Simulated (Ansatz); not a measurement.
**Calculated quadrupolar parameters for TaN under strain**

The cell is an entry of the Crystallography Open Database (COD), relaxed with PBE at fixed cell and then changed (z stretched by 1 %, ions relaxed).

```
Ta N
1.0
     5.19600    0.00000    0.00000
    -2.59800    4.49987    0.00000
     0.00000    0.00000    2.94011
Ta N
3 3
Direct
  0.33333 0.66667 0.50000
  0.66667 0.33333 0.50000
  0.00000 0.00000 0.00000
  0.39318 0.00000 0.00000
  0.60682 0.60682 0.00000
  0.00000 0.39318 0.00000
```

Atom numbers follow the list; atoms alike are taken as one site, whose name carries the number of the first.

Level of theory: DFT, PBE, plane waves and PAW, scalar-relativistic, collinear spin, 420 eV cutoff, Γ-centred 10×10×16 k-points, Fermi–Dirac smearing 0.05 eV (Ansatz 0.2.0). Start moments as typed (μB): 2 on each Ta, none on the rest.

Conventions: |V_zz| ≥ |V_yy| ≥ |V_xx|, η = (V_xx − V_yy)/V_zz, C_Q = eQV_zz/h.

181Ta: I = 7/2, Q = 3170 mb; ¹⁴N: I = 1, Q = 20.44 mb. Quadrupole moments are those of Pyykkö's year-2017 table.

```
site  atoms (order as listed)                        first shell  V_zz (10²¹ V/m²)     η  C_Q (MHz)
 Ta1                     1, 2                      6 N at 2.17 Å            -18.89  0.00      -1448
 Ta3                        3  3 N at 2.04 Å; also 3 N at 3.15 Å             14.94  0.00       1145
   N                  4, 5, 6                5 Ta at 2.04–2.17 Å             -1.51  0.46     -0.748
```

An axis of threefold or higher order runs through Ta1 and Ta3, so V_zz lies along it and η is zero. At N V_zz points along its shortest bond, to Ta (within 1°).

The run finds no gap above 0.1 eV (a metal, or nearly one), so the gradients can move by 10 % or more with the k-mesh. Without spin–orbit coupling the gradients at and beside Ta can be off by some per cent, at some sites by more. With these PAW files V_zz is typically within 2 to 3 % of all-electron values, but misses above 10 % occur on Ta. The start moments die out, and the run ends without spin.
